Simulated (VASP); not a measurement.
Input of a VASP 6.6.1 run:

Contents of INCAR:

```
PREC = Accurate
ENCUT = 520
EDIFF = 1E-6
ISMEAR = 0
SIGMA = 0.05
LREAL = F
LASPH = T
NELM = 150
ALGO = Normal
ISIF = 2
LWAVE = F
LCHARG = F
ISPIN = 2
MAGMOM = 4 0
LORBIT = 11
LMAXMIX = 4
LDAU = T
LDAUTYPE = 2
LDAUL = 2 -1
LDAUU = 7 0
LDAUJ = 0 0
LDAUPRINT = 1
GGA = PE
```

The input KPOINTS:

```
Automatic mesh
0
Gamma
  7 7 7
```

The input POSCAR:

```
MnO
1.0
    0.0000000000      2.4365134300      2.4365134300
    2.4365134300      0.0000000000      2.4365134300
    2.4365134300      2.4365134300      0.0000000000
Mn O
1 1
Direct
    0.0000000000      0.0000000000      0.0000000000
    0.2500000000      0.2500000000      0.2500000000
```

Potentials or basis: VASP PAW PBE potentials, release 64 (Mn_pv, O).

Command:

```console
$ cat potpaw_PBE.64/Mn_pv/POTCAR potpaw_PBE.64/O/POTCAR > POTCAR
$ mpirun -np 1 vasp_std > vasp.out
```

(1) What does it give for the band gap on the k mesh?

(2) Estimate the pressure.

Results:

(1) none (metal or under the smearing width).

(2) 1.2 GPa.

Caveat: a cell with one magnetic atom can't hold antiferromagnetic order, which such compounds often take.
